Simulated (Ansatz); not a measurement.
## BN: distorted cells

All numbers below come from DFT PBE, scalar-relativistic, plane waves, PAW (Ansatz).

Cutoff 420 eV; k points 12×12×4 on the computed 4-atom cell (Γ-centred); Gaussian smearing, width 0.02 eV; no spin polarisation.

Reference cell:

```xyz
4
Lattice="2.5040 0.0000 0.0000 -1.2520 2.1685 0.0000 0.0000 0.0000 6.6612" Properties=species:S:1:pos:R:3 pbc="T T T"
B     0.0000    1.4457    1.6653
B     1.2520    0.7228    4.9959
N     0.0000    1.4457    4.9959
N     1.2520    0.7228    1.6653
```

Each variant moves atoms of this cell by the vectors given, if any (Å), and then applies a symmetric strain (tensor components, Cartesian axes). The reference cell isn't relaxed at this level. Energies are per atom at zero smearing, counted from the lowest variant. Pressure is positive in compression.

1. strain (xx yy zz yz xz xy, %) -4.55 -1.62 -1.49 -1.80 0.00 0.00; moves: B1 (0.027, 0.038, 0.060); B2 (0.027, -0.038, -0.060); N3 (-0.027, 0.010, 0.024); N4 (-0.027, -0.010, -0.024)
2. strain (xx yy zz yz xz xy, %) 0.97 0.97 -5.04 0.00 0.00 0.00; moves: B1 (0.000, 0.000, 0.007); B2 (0.000, 0.000, -0.007); N3 (0.000, 0.000, -0.042); N4 (0.000, 0.000, 0.042)
3. no strain; moves: N3 (0.125, -0.237, 0.263)
4. strain (xx yy zz yz xz xy, %) -3.26 -4.30 -2.35 -0.92 0.00 0.00; moves: B1 (0.012, 0.198, 0.060); B2 (0.012, -0.198, -0.060); N3 (-0.012, -0.013, 0.041); N4 (-0.012, 0.013, -0.041)
5. no strain; moves: N3 (-0.037, 0.002, 0.026)
6. strain (xx yy zz yz xz xy, %) 0.85 0.85 -5.15 0.00 0.00 0.00
7. strain (xx yy zz yz xz xy, %) 2.68 2.68 1.18 0.00 0.00 0.00
8. strain (xx yy zz yz xz xy, %) -1.37 -4.22 1.70 1.35 1.81 -1.77; moves: B1 (-0.065, 0.022, -0.091); B2 (0.041, 0.119, 0.028); N3 (-0.045, 0.060, -0.031); N4 (0.069, -0.201, 0.094)
9. strain (xx yy zz yz xz xy, %) 2.60 2.60 -6.40 0.00 0.00 0.00
10. strain (xx yy zz yz xz xy, %) 3.42 3.42 1.92 0.00 0.00 0.00

| result | ΔE (meV/atom) | P (GPa) | largest force (eV/Å) | gap on mesh (eV) |
| --- | --- | --- | --- | --- |
| A | 8.7 | -2.90 | 0.52 | 4.11 |
| B | 694.1 | 57.35 | 13.59 | 2.66 |
| C | 0.0 | 3.56 | 1.56 | 4.23 |
| D | 34.9 | -13.39 | 0.00 | 4.02 |
| E | 3.9 | -2.05 | 0.00 | 4.13 |
| F | 651.1 | 45.50 | 14.27 | 2.15 |
| G | 20.5 | -13.83 | 0.00 | 4.17 |
| H | 41.3 | -17.72 | 0.00 | 4.14 |
| I | 426.0 | 13.07 | 10.68 | 1.56 |
| J | 149.0 | 30.70 | 3.11 | 3.85 |

Task: Which variant gave which result?

Result: A is 2, B is 4, C is 5, D is 9, E is 6, F is 8, G is 7, H is 10, I is 3, J is 1.

Each cell of BN holds layers, and where no dispersion correction was added their binding is poorly described.